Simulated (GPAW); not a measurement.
The system is SnSe2.

```xyz
3
Lattice="3.8110 0.0000 0.0000 -1.9055 3.3004 0.0000 0.0000 0.0000 6.1360" Properties=species:S:1:pos:R:3 pbc="T T T"
Sn    0.0000    0.0000    0.0000
Se    1.9055    1.1001    4.6081
Se    0.0000    2.2003    1.5279
```

```yaml
Program: GPAW 26.7.0
Task: relaxation of cell and atoms
Functional: RPBE
Potentials_or_basis: the program's PAW data sets (release 1.2.1) made for this functional
Cutoff: 600 eV
Basis: pw
k_mesh: 6 × 6 × 3
Occupations: fermi-dirac, width 0.05 eV
Spin: no spin polarisation
```

At the start: pressure 7.2 GPa; volume 25.73 Å³/atom.

**Question.** How do energy, volume and symmetry change on relaxing?

**Answer.** Over 16 steps the energy falls by 93.3 meV/atom and the volume is 35.97 Å³/atom (+39.8 %); space group P-3m1 (No. 164, to 0.05 Å).

Step by step:
| step | energy change (eV) | largest force (eV/Å) | pressure (GPa) | volume (Å³) |
| --- | --- | --- | --- | --- |
| 1 | 0.0000 | 0.7824 | 7.24 | 77.18 |
| 2 | -0.0659 | 0.4904 | 5.45 | 78.47 |
| 3 | -0.1531 | 0.2102 | 1.23 | 82.39 |
| 4 | -0.1579 | 0.2818 | 0.69 | 83.17 |
| 5 | -0.1660 | 0.3362 | 0.00 | 84.57 |
| 6 | -0.1774 | 0.3192 | -0.59 | 86.52 |
| 7 | -0.1897 | 0.1967 | -0.77 | 88.58 |
| 8 | -0.1970 | 0.0412 | -0.49 | 89.57 |
| 9 | -0.2012 | 0.0641 | -0.11 | 89.73 |
| 10 | -0.2069 | 0.1611 | 0.35 | 89.80 |
| 11 | -0.2180 | 0.2589 | 0.94 | 90.27 |
| 12 | -0.2366 | 0.2969 | 1.41 | 91.98 |
| 13 | -0.2585 | 0.1903 | 1.25 | 95.61 |
| 14 | -0.2735 | 0.0473 | 0.57 | 100.70 |
| 15 | -0.2790 | 0.0089 | 0.14 | 105.26 |
| 16 | -0.2800 | 0.0051 | 0.01 | 107.91 |

Final structure:
```cif
data_structure
_symmetry_space_group_name_H-M 'P 1'
_symmetry_Int_Tables_number 1
_cell_length_a 3.9128
_cell_length_b 3.9128
_cell_length_c 8.1390
_cell_angle_alpha 90.000
_cell_angle_beta 90.000
_cell_angle_gamma 120.000
_cell_volume 107.91
loop_
_atom_site_label
_atom_site_type_symbol
_atom_site_fract_x
_atom_site_fract_y
_atom_site_fract_z
_atom_site_occupancy
Sn1 Sn 0.00000 0.00000 0.00000 1
Se1 Se 0.66667 0.33333 0.80427 1
Se2 Se 0.33333 0.66667 0.19573 1
```

Caveat: later steps reuse the first step's grids; the volume moved by over 15 % at a fixed basis, so the end points are rough; this functional lacks dispersion, which binds the layers, so the pressure and a relaxed spacing across them are unreliable, and here the layers came unbound; the volume moved by +40 % from the deposited cell, more than functionals usually miss.
